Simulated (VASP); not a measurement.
A run of VASP 6.6.1:

The input INCAR:

```
SYSTEM = MnS
  ALGO = Fast
  EDIFF = 1E-7
  EDIFFG = -0.002
  ENCUT = 350
  GGA = PE
  IBRION = 2
  ISIF = 3
  ISMEAR = 0
  ISPIN = 2
  LASPH = .TRUE.
  LCHARG = .FALSE.
  LMAXMIX = 4
  LORBIT = 11
  LREAL = .FALSE.
  LWAVE = .FALSE.
  MAGMOM = 5 0
  NELM = 150
  NSW = 80
  PREC = Accurate
  PSTRESS = 300.0
  SIGMA = 0.1
```

The input KPOINTS:

```
k-points
0
G
  14 14 14
  0 0 0
```

File POSCAR:

```
MnS                                     
1.0
    0.0000000000      2.3493004858      2.3493004858
    2.3493004858      0.0000000000      2.3493004858
    2.3493004858      2.3493004858      0.0000000000
  Mn              S             
     1     1
Direct
     0.0000000000000000    0.0000000000000000    0.0000000000000000
     0.5000000000000000    0.5000000000000000    0.5000000000000000
```

Potentials or basis: VASP PAW PBE potentials, release 64 (Mn_pv, S).

The run is started by

```sh
$ cat potpaw_PBE.64/Mn_pv/POTCAR potpaw_PBE.64/S/POTCAR > POTCAR
$ mpirun -np 1 vasp_std > vasp.out
```

Hardware: 1 thread of AMD EPYC 9R14 (Zen 4), on a shared host.

Problem. Estimate the wall time of this run.

Solution. It took 2.8 min on 1 thread of AMD EPYC 9R14 (Zen 4), with other jobs on the host, peak memory 0.13 GiB. Counts: scf iterations 83, k points 104, ion steps 9.
